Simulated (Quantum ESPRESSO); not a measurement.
# AlNi (Pm-3m) in Quantum ESPRESSO: settings compared

Aim: see how the results for AlNi move with the level of theory and the settings. Levels: LDA, PBE. Tasks: phonons.

Everything below comes from runs of Quantum ESPRESSO 7.5. Logs are shortened: lines on timing, memory, paths and dates and some standing lists are left out, and cuts for length are marked.

### Step 1. Starting point

It takes space group Pm-3m (No. 221, cubic). Conventional cell: a = 2.881 Å, b = 2.881 Å, c = 2.881 Å, α = 90.00°, β = 90.00°, γ = 90.00°. Around Ni (site symmetry m-3m) lie 8 Al at 2.50 Å. Al (site symmetry m-3m) is surrounded by 8 Ni at 2.50 Å.

### Step 2. Phonons, LDA, collinear spin, ferromagnetic start

pw.in

```
&CONTROL
  calculation = 'scf'
  prefix = 'pwscf'
  outdir = './tmp'
  pseudo_dir = './pseudo'
  tprnfor = .true.
  tstress = .true.
  disk_io = 'low'
/
&SYSTEM
  ibrav = 0
  nat = 2
  ntyp = 2
  ecutwfc = 45
  ecutrho = 360
  nbnd = 20
  occupations = 'smearing'
  smearing = 'mv'
  degauss = 0.01469973
  nspin = 2
  starting_magnetization(1) = 0.0556
  starting_magnetization(2) = 0
/
&ELECTRONS
  conv_thr = 4d-10
  electron_maxstep = 120
  mixing_beta = 0.3
/
ATOMIC_SPECIES
Ni    58.6934 ni_lda_v1.4.uspp.F.UPF
Al    26.9815 al_lda_v1.uspp.F.UPF
CELL_PARAMETERS angstrom
   2.8810000000    0.0000000000    0.0000000000
   0.0000000000    2.8810000000    0.0000000000
   0.0000000000    0.0000000000    2.8810000000
ATOMIC_POSITIONS crystal
Ni     0.5000000000    0.5000000000    0.5000000000
Al     0.0000000000    0.0000000000    0.0000000000
K_POINTS automatic
6 6 6 0 0 0
```

relax.in

```
&CONTROL
  calculation = 'vc-relax'
  prefix = 'pwscf'
  outdir = './tmp'
  pseudo_dir = './pseudo'
  tprnfor = .true.
  tstress = .true.
  disk_io = 'low'
  nstep = 40
  forc_conv_thr = 0.0001
  etot_conv_thr = 1d-06
/
&SYSTEM
  ibrav = 0
  nat = 2
  ntyp = 2
  ecutwfc = 45
  ecutrho = 360
  nbnd = 20
  occupations = 'smearing'
  smearing = 'mv'
  degauss = 0.01469973
  nspin = 2
  starting_magnetization(1) = 0.0556
  starting_magnetization(2) = 0
/
&ELECTRONS
  conv_thr = 4d-10
  electron_maxstep = 120
  mixing_beta = 0.3
/
&IONS
  ion_dynamics = 'bfgs'
/
&CELL
  cell_dynamics = 'bfgs'
  press = 0
  press_conv_thr = 0.2
/
ATOMIC_SPECIES
Ni    58.6934 ni_lda_v1.4.uspp.F.UPF
Al    26.9815 al_lda_v1.uspp.F.UPF
CELL_PARAMETERS angstrom
   2.8810000000    0.0000000000    0.0000000000
   0.0000000000    2.8810000000    0.0000000000
   0.0000000000    0.0000000000    2.8810000000
ATOMIC_POSITIONS crystal
Ni     0.5000000000    0.5000000000    0.5000000000
Al     0.0000000000    0.0000000000    0.0000000000
K_POINTS automatic
6 6 6 0 0 0
```

scf2.in

```
&CONTROL
  calculation = 'scf'
  prefix = 'pwscf'
  outdir = './tmp'
  pseudo_dir = './pseudo'
  tprnfor = .true.
  tstress = .true.
  disk_io = 'low'
/
&SYSTEM
  ibrav = 0
  nat = 2
  ntyp = 2
  ecutwfc = 45
  ecutrho = 360
  nbnd = 20
  occupations = 'smearing'
  smearing = 'mv'
  degauss = 0.01469973
  nspin = 2
  starting_magnetization(1) = 0.0556
  starting_magnetization(2) = 0
/
&ELECTRONS
  conv_thr = 1d-13
  electron_maxstep = 120
  mixing_beta = 0.3
  startingpot = 'file'
  startingwfc = 'file'
/
ATOMIC_SPECIES
Ni    58.6934 ni_lda_v1.4.uspp.F.UPF
Al    26.9815 al_lda_v1.uspp.F.UPF
CELL_PARAMETERS angstrom
   2.8352819975    0.0000000000    0.0000000000
   0.0000000000    2.8352819975    0.0000000000
   0.0000000000    0.0000000000    2.8352819975
ATOMIC_POSITIONS crystal
Ni     0.5000000000    0.5000000000    0.5000000000
Al     0.0000000000    0.0000000000    0.0000000000
K_POINTS automatic
6 6 6 0 0 0
```

ph.in

```
phonons of AlNi
&INPUTPH
  prefix = 'pwscf'
  outdir = './tmp'
  tr2_ph = 1d-18
  fildyn = 'dyn'
  niter_ph = 90
  alpha_mix(1) = 0.4
/
0.0000000000 0.0000000000 0.0000000000
```

dynmat.in

```
&INPUT
  fildyn = 'dyn'
  asr = 'crystal'
  filout = 'dynmat.disp'
  fileig = 'dynmat.eig'
/
```

Potentials or basis: GBRV 1.5 LDA.

On the command line:

```sh
OMP_NUM_THREADS=1 pw.x -in pw.in > pw.out
OMP_NUM_THREADS=1 pw.x -in relax.in > relax.out
OMP_NUM_THREADS=1 pw.x -in scf2.in > scf2.out
OMP_NUM_THREADS=1 ph.x -in ph.in > ph.out
OMP_NUM_THREADS=1 dynmat.x -in dynmat.in > dynmat.out
```

pw.out:

```text
This program is part of the open-source Quantum ESPRESSO suite
     for quantum simulation of materials; please cite
[... 9 lines left out ...]
     --------------------
     sticks:   dense  smooth     PW     G-vecs:    dense   smooth      PW
     Sum         853     421    137                18805     6619    1237

     Using Slab Decomposition

     bravais-lattice index     =            0
     lattice parameter (alat)  =       5.4443  a.u.
     unit-cell volume          =     161.3713 (a.u.)^3
     number of atoms/cell      =            2
     number of atomic types    =            2
     number of electrons       =        21.00
     number of Kohn-Sham states=           20
     kinetic-energy cutoff     =      45.0000  Ry
     charge density cutoff     =     360.0000  Ry
     scf convergence threshold =      4.0E-10
     mixing beta               =       0.3000
     number of iterations used =            8  plain     mixing
     Exchange-correlation= SLA  PZ   NOGX NOGC
                           (   1   1   0   0   0   0   0)

     celldm(1)=   5.444301  celldm(2)=   0.000000  celldm(3)=   0.000000
     celldm(4)=   0.000000  celldm(5)=   0.000000  celldm(6)=   0.000000

     crystal axes: (cart. coord. in units of alat)
               a(1) = (   1.000000   0.000000   0.000000 )
               a(2) = (   0.000000   1.000000   0.000000 )
               a(3) = (   0.000000   0.000000   1.000000 )

     reciprocal axes: (cart. coord. in units 2 pi/alat)
               b(1) = (  1.000000  0.000000  0.000000 )
               b(2) = (  0.000000  1.000000  0.000000 )
               b(3) = (  0.000000  0.000000  1.000000 )

     PseudoPot. # 1 for Ni read from file:
     ni_lda_v1.4.uspp.F.UPF
     Pseudo is Ultrasoft + core correction, Zval = 18.0
     Generated by new atomic code, or converted to UPF format
     Using radial grid of  865 points,  6 beta functions with:
                l(1) =   0
                l(2) =   0
                l(3) =   1
                l(4) =   1
                l(5) =   2
                l(6) =   2
     Q(r) pseudized with 10 coefficients,  rinner =    0.980   0.980   0.980
                                                       0.980   0.980

     PseudoPot. # 2 for Al read from file:
     al_lda_v1.uspp.F.UPF
     Pseudo is Ultrasoft + core correction, Zval =  3.0
     Generated by new atomic code, or converted to UPF format
     Using radial grid of  893 points,  3 beta functions with:
                l(1) =   0
                l(2) =   1
                l(3) =   2
     Q(r) pseudized with  8 coefficients,  rinner =    0.900   0.900   0.900
                                                       0.900   0.900

     atomic species   valence    mass     pseudopotential
     Ni               18.00    58.69340     Ni( 1.00)
     Al                3.00    26.98150     Al( 1.00)

     Starting magnetic structure
     atomic species   magnetization
     Ni              0.056
     Al              0.000

     48 Sym. Ops., with inversion, found

   Cartesian axes

     site n.     atom                  positions (alat units)
         1        Ni     tau(   1) = (   0.5000000   0.5000000   0.5000000  )
         2        Al     tau(   2) = (   0.0000000   0.0000000   0.0000000  )

     number of k points=    20  Marzari-Vanderbilt smearing, width (Ry)=  0.0147
                       cart. coord. in units 2pi/alat
        k(    1) = (   0.0000000   0.0000000   0.0000000), wk =   0.0046296
        k(    2) = (   0.0000000   0.0000000   0.1666667), wk =   0.0277778
        k(    3) = (   0.0000000   0.0000000   0.3333333), wk =   0.0277778
        k(    4) = (   0.0000000   0.0000000  -0.5000000), wk =   0.0138889
        k(    5) = (   0.0000000   0.1666667   0.1666667), wk =   0.0555556
        k(    6) = (   0.0000000   0.1666667   0.3333333), wk =   0.1111111
[... 12 lines left out ...]
        k(   19) = (   0.3333333  -0.5000000  -0.5000000), wk =   0.0277778
        k(   20) = (  -0.5000000  -0.5000000  -0.5000000), wk =   0.0046296

     Dense  grid:    18805 G-vectors     FFT dimensions: (  36,  36,  36)

     Smooth grid:     6619 G-vectors     FFT dimensions: (  24,  24,  24)

     Check: negative core charge=   -0.000003
     Generating pointlists ...
     new r_m :   0.3572 (alat units)  1.9449 (a.u.) for type    1
     new r_m :   0.3572 (alat units)  1.9449 (a.u.) for type    2

     Initial potential from superposition of free atoms

     starting charge      18.9978, renormalised to      21.0000
     Starting wfcs are   17 randomized atomic wfcs +    3 random wfcs

     Self-consistent Calculation

     iteration #  1     ecut=    45.00 Ry     beta= 0.30
     Davidson diagonalization with overlap
     ethr =  1.00E-02,  avg # of iterations =  6.7

     total energy              =    -334.40804115 Ry
     estimated scf accuracy    <      54.49509399 Ry

     total magnetization       =     0.08 Bohr mag/cell
     absolute magnetization    =     0.09 Bohr mag/cell

     iteration #  2     ecut=    45.00 Ry     beta= 0.30
     Davidson diagonalization with overlap
     ethr =  1.00E-02,  avg # of iterations =  3.0

     total energy              =    -349.49603346 Ry
     estimated scf accuracy    <      12.65197113 Ry

     total magnetization       =     0.04 Bohr mag/cell
     absolute magnetization    =     0.06 Bohr mag/cell

     iteration #  3     ecut=    45.00 Ry     beta= 0.30
     Davidson diagonalization with overlap
     ethr =  1.00E-02,  avg # of iterations =  2.0

     total energy              =    -350.03453635 Ry
     estimated scf accuracy    <       1.93448639 Ry

     total magnetization       =     0.05 Bohr mag/cell
     absolute magnetization    =     0.08 Bohr mag/cell
[... 165 lines left out ...]
     total energy              =    -349.94089549 Ry
     estimated scf accuracy    <       0.00000001 Ry

     total magnetization       =    -0.00 Bohr mag/cell
     absolute magnetization    =     0.00 Bohr mag/cell

     iteration # 21     ecut=    45.00 Ry     beta= 0.30
     Davidson diagonalization with overlap
     ethr =  2.98E-11,  avg # of iterations =  2.0

     total energy              =    -349.94089549 Ry
     estimated scf accuracy    <          1.6E-09 Ry

     total magnetization       =     0.00 Bohr mag/cell
     absolute magnetization    =     0.00 Bohr mag/cell

     iteration # 22     ecut=    45.00 Ry     beta= 0.30
     Davidson diagonalization with overlap
     ethr =  7.53E-12,  avg # of iterations =  1.0

     Magnetic moment per site  (integrated on atomic sphere of radius R)
     atom   1 (R=0.357)  charge= 16.8360  magn=  0.0000
     atom   2 (R=0.357)  charge=  1.2500  magn=  0.0000

     End of self-consistent calculation

 ------ SPIN UP ------------

          k = 0.0000 0.0000 0.0000 (   799 PWs)   bands (ev):

   -89.0637 -49.8998 -49.8998 -49.8998   2.3198  10.2221  10.2221  11.9082
    11.9082  11.9082  18.8965  18.8965  18.8965  21.7169  21.7169  26.7066
    34.1735  34.1735  34.1735  36.8729

          k = 0.0000 0.0000 0.1667 (   815 PWs)   bands (ev):

   -89.0633 -49.9057 -49.8993 -49.8993   2.8302  10.1391  10.3316  11.7063
    11.7063  11.9298  15.8554  19.5516  19.5516  21.7447  24.0610  28.6506
    30.8006  30.8006  33.0852  34.4169

          k = 0.0000 0.0000 0.3333 (   824 PWs)   bands (ev):

   -89.0626 -49.9175 -49.8984 -49.8984   4.3184   9.0912  10.5613  11.3524
    11.3524  11.9736  13.2956  21.2801  21.2801  21.8137  25.8282  27.0141
    27.0141  30.1214  30.8286  33.9040

          k = 0.0000 0.0000-0.5000 (   820 PWs)   bands (ev):

   -89.0622 -49.9234 -49.8979 -49.8979   6.5753   6.6598  10.6821  11.1942
    11.1942  11.9956  12.8007  21.8577  23.4489  23.4489  24.1870  24.1870
    27.4184  28.4966  29.0575  34.3626

          k = 0.0000 0.1667 0.1667 (   818 PWs)   bands (ev):

   -89.0630 -49.9053 -49.9051 -49.8989   3.3323  10.2553  10.3043  11.4609
    11.6976  11.7765  15.9466  16.8548  20.1834  22.8693  26.2562  27.5050
    29.7191  30.8869  31.3091  33.0487
[... 63 lines left out ...]
   -89.0604 -49.9206 -49.9206 -49.9018   8.4012  10.0264  10.0264  10.5629
    12.3604  12.3604  12.4432  14.9845  16.0169  22.7583  23.9150  23.9150
    27.1278  32.4480  34.2453  34.2453

          k = 0.3333 0.3333 0.3333 (   814 PWs)   bands (ev):

   -89.0604 -49.9144 -49.9142 -49.9142   7.5966   9.9090   9.9090  11.5447
    11.6404  11.6404  15.4663  15.4663  17.2768  20.8865  20.8865  21.8784
    27.4604  34.7709  34.7709  39.0750

          k = 0.3333 0.3333-0.5000 (   818 PWs)   bands (ev):

   -89.0600 -49.9200 -49.9138 -49.9137   8.5495   9.4227   9.7799  11.6707
    11.6810  13.1353  13.1870  17.2795  17.9566  18.2926  19.4082  22.5421
    25.2734  35.5692  37.4374  39.6652

          k = 0.3333-0.5000-0.5000 (   832 PWs)   bands (ev):

   -89.0596 -49.9195 -49.9195 -49.9132   8.9978   9.5200   9.5200  11.7335
    12.4580  14.0516  14.0516  15.2297  16.3609  19.6493  20.1238  20.1238
    22.9401  37.2742  40.0397  40.5011

          k =-0.5000-0.5000-0.5000 (   840 PWs)   bands (ev):

   -89.0593 -49.9189 -49.9189 -49.9189   9.3469   9.3469   9.3469  12.4654
    12.4654  15.5267  15.5267  15.5267  16.9602  17.9492  17.9492  17.9492
    20.9507  40.4436  40.4436  44.4385

 ------ SPIN DOWN ----------

          k = 0.0000 0.0000 0.0000 (   799 PWs)   bands (ev):

   -89.0637 -49.8998 -49.8998 -49.8998   2.3198  10.2221  10.2221  11.9082
    11.9082  11.9082  18.8965  18.8965  18.8965  21.7169  21.7169  26.7066
    34.1735  34.1735  34.1735  36.8729

          k = 0.0000 0.0000 0.1667 (   815 PWs)   bands (ev):

   -89.0633 -49.9057 -49.8993 -49.8993   2.8302  10.1392  10.3316  11.7063
    11.7063  11.9298  15.8554  19.5516  19.5516  21.7447  24.0610  28.6506
    30.8006  30.8006  33.0852  34.4169

          k = 0.0000 0.0000 0.3333 (   824 PWs)   bands (ev):

   -89.0626 -49.9175 -49.8984 -49.8984   4.3184   9.0912  10.5613  11.3524
    11.3524  11.9736  13.2956  21.2801  21.2801  21.8137  25.8282  27.0141
    27.0141  30.1214  30.8286  33.9040

          k = 0.0000 0.0000-0.5000 (   820 PWs)   bands (ev):

   -89.0622 -49.9234 -49.8979 -49.8979   6.5753   6.6598  10.6821  11.1942
    11.1942  11.9956  12.8007  21.8577  23.4489  23.4489  24.1870  24.1870
    27.4184  28.4966  29.0575  34.3626

          k = 0.0000 0.1667 0.1667 (   818 PWs)   bands (ev):

   -89.0630 -49.9053 -49.9051 -49.8989   3.3323  10.2553  10.3043  11.4609
    11.6976  11.7765  15.9466  16.8548  20.1834  22.8693  26.2562  27.5050
    29.7191  30.8869  31.3091  33.0487
[... 63 lines left out ...]
   -89.0604 -49.9206 -49.9206 -49.9018   8.4012  10.0264  10.0264  10.5629
    12.3604  12.3604  12.4432  14.9845  16.0169  22.7583  23.9150  23.9150
    27.1278  32.4480  34.2453  34.2453

          k = 0.3333 0.3333 0.3333 (   814 PWs)   bands (ev):

   -89.0604 -49.9144 -49.9142 -49.9142   7.5966   9.9090   9.9090  11.5447
    11.6404  11.6404  15.4663  15.4663  17.2768  20.8865  20.8865  21.8784
    27.4604  34.7709  34.7709  39.0750

          k = 0.3333 0.3333-0.5000 (   818 PWs)   bands (ev):

   -89.0600 -49.9200 -49.9138 -49.9137   8.5495   9.4227   9.7799  11.6707
    11.6810  13.1353  13.1870  17.2795  17.9566  18.2926  19.4082  22.5421
    25.2734  35.5692  37.4374  39.6652

          k = 0.3333-0.5000-0.5000 (   832 PWs)   bands (ev):

   -89.0596 -49.9195 -49.9195 -49.9132   8.9978   9.5200   9.5200  11.7335
    12.4580  14.0516  14.0516  15.2297  16.3609  19.6493  20.1238  20.1238
    22.9401  37.2742  40.0401  40.5011

          k =-0.5000-0.5000-0.5000 (   840 PWs)   bands (ev):

   -89.0593 -49.9189 -49.9189 -49.9189   9.3469   9.3469   9.3469  12.4654
    12.4654  15.5267  15.5267  15.5267  16.9602  17.9492  17.9492  17.9492
    20.9507  40.4436  40.4436  44.4385

     the Fermi energy is    13.5361 ev

!    total energy              =    -349.94089549 Ry
     estimated scf accuracy    <          2.6E-10 Ry
     smearing contrib. (-TS)   =      -0.00011108 Ry
     internal energy E=F+TS    =    -349.94078441 Ry

     The total energy is F=E-TS. E is the sum of the following terms:
     one-electron contribution =    -263.55897438 Ry
     hartree contribution      =     142.52400998 Ry
     xc contribution           =     -39.45465777 Ry
     ewald contribution        =    -189.45116224 Ry

     total magnetization       =     0.00 Bohr mag/cell
     absolute magnetization    =     0.00 Bohr mag/cell

     convergence has been achieved in  22 iterations

     Forces acting on atoms (cartesian axes, Ry/au):

     atom    1 type  1   force =     0.00000000    0.00000000    0.00000000
     atom    2 type  2   force =     0.00000000    0.00000000    0.00000000

     Total force =     0.000000     Total SCF correction =     0.000000

     Computing stress (Cartesian axis) and pressure

          total   stress  (Ry/bohr**3)                   (kbar)     P=      -81.27
  -0.00055249   0.00000000   0.00000000          -81.27        0.00        0.00
   0.00000000  -0.00055249   0.00000000            0.00      -81.27        0.00
   0.00000000   0.00000000  -0.00055249            0.00        0.00      -81.27

=------------------------------------------------------------------------------=
   JOB DONE.
=------------------------------------------------------------------------------=
```

Run time: 3 min. Hardware: 1 thread of Intel Xeon 6975P-C (Granite Rapids), shared host; peak memory 0.13 GiB.

Results:

| Property | Result |
| --- | --- |
| Free energy | -4761.2174 eV |
| Relaxed volume | 11.40 Å³/atom |
| Relaxed cell | a = 2.835 Å, b = 2.835 Å, c = 2.835 Å, α = 90.00°, β = 90.00°, γ = 90.00° |
| Space group after relaxing (to 0.05 Å) | Pm-3m (No. 221) |
| Pressure after relaxing | -0.1 GPa |
| Band gap on the k mesh | none (metal or under the smearing width) |
| Net moment | 0.00 μB per cell |
| Absolute moment | 0.00 μB per cell |
| Valence electrons inside the program's atomic spheres | Ni 16.84; Al 1.25 |
| Highest phonon frequency at Γ | 308 cm⁻¹ |

The path:
| step | energy change (eV) | largest force (eV/Å) | pressure (GPa) | volume (Å³) |
| --- | --- | --- | --- | --- |
| 1 | 0.0000 | 0.0000 | -8.13 | 23.91 |
| 2 | -0.0291 | 0.0000 | -1.17 | 22.94 |
| 3 | -0.0295 | 0.0000 | 0.10 | 22.78 |
| 4 | -0.0295 | 0.0000 | 0.00 | 22.79 |
| 5 | -0.0295 | 0.0000 | 0.00 | 22.79 |

Final structure:
```
Ni Al
1.0
     2.83528    0.00000    0.00000
     0.00000    2.83528    0.00000
     0.00000    0.00000    2.83528
Ni Al
1 1
Direct
  0.50000 0.50000 0.50000
  0.00000 0.00000 0.00000
```

Levels at points of the mesh, in eV from the Fermi level:
Spin up:
```csv
k point,band 7,band 8,band 9,band 10,band 11,band 12,band 13,band 14,band 15,band 16
"(0.00, 0.00, 0.00)",-3.57,-1.75,-1.75,-1.75,5.54,5.54,5.54,8.32,8.32,14.00
"(0.00, 0.00, -0.50)",-3.07,-2.51,-2.51,-1.65,-0.78,8.35,10.13,10.13,11.10,11.10
"(0.00, -0.50, -0.50)",-3.08,-3.08,-2.32,-2.32,-1.18,1.45,2.61,12.38,15.39,15.39
"(-0.50, -0.50, -0.50)",-4.46,-1.15,-1.15,1.93,1.93,1.93,3.82,4.60,4.60,4.60
```
Spin down:
```csv
k point,band 7,band 8,band 9,band 10,band 11,band 12,band 13,band 14,band 15,band 16
"(0.00, 0.00, 0.00)",-3.57,-1.75,-1.75,-1.75,5.54,5.54,5.54,8.32,8.32,14.00
"(0.00, 0.00, -0.50)",-3.07,-2.51,-2.51,-1.65,-0.78,8.35,10.13,10.13,11.10,11.10
"(0.00, -0.50, -0.50)",-3.08,-3.08,-2.32,-2.32,-1.18,1.45,2.61,12.38,15.39,15.39
"(-0.50, -0.50, -0.50)",-4.46,-1.15,-1.15,1.93,1.93,1.93,3.82,4.60,4.60,4.60
```

Phonon frequencies in cm⁻¹ (negative: imaginary):
| q point | frequencies |
| --- | --- |
| (0.000, 0.000, 0.000) | -7 -7 -7 308 308 308 |

Optical modes at Γ, degenerate ones joined:
```csv
cm⁻¹,components,symmetry,active in
308,3,T1u,IR
```

Caveat: the k mesh is coarse (spacing up to 0.36 Å⁻¹), so the values aren't converged; the mesh is thin for the phonons of a metal.

[end of part 1 of 2]
